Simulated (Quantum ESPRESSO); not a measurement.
SnTe in Quantum ESPRESSO: the effect of functional

SnTe:

```xyz
2
Lattice="0.0000 3.1509 3.1509 3.1509 0.0000 3.1509 3.1509 3.1509 0.0000" Properties=species:S:1:pos:R:3 pbc="T T T"
Te    3.1509    3.1509    3.1509
Sn    0.0000    0.0000    0.0000
```

Alike in all runs:

| Item | Value |
| --- | --- |
| Program | Quantum ESPRESSO 7.5 |
| Task | phonons |
| Potentials or basis | GBRV 1.5 PBE |
| Cutoff | 925 eV |
| Density cutoff | 7401 eV |
| k mesh | 4 × 4 × 4, shifted |
| Occupations | fermi-dirac, width 0.05 eV |
| Spin | no spin polarisation |

Each run relaxes the cell or the atoms first.

Problem. One run gave: relaxed volume 33.71 Å³/atom; dielectric constant 48.32 mean; highest phonon frequency 2 cm⁻¹. Which functional did it use?
A. RPBE
B. PBE
C. revPBE

Solution. C.

```csv
functional,relaxed volume (Å³/atom),dielectric constant (mean),highest phonon frequency (cm⁻¹)
PBE,32.92,56.82,-1
revPBE,33.71,48.32,2
RPBE,34.03,45.57,2
```

Caveats: some modes are imaginary; the potentials were made for another functional, which shifts forces and pressure (some runs).
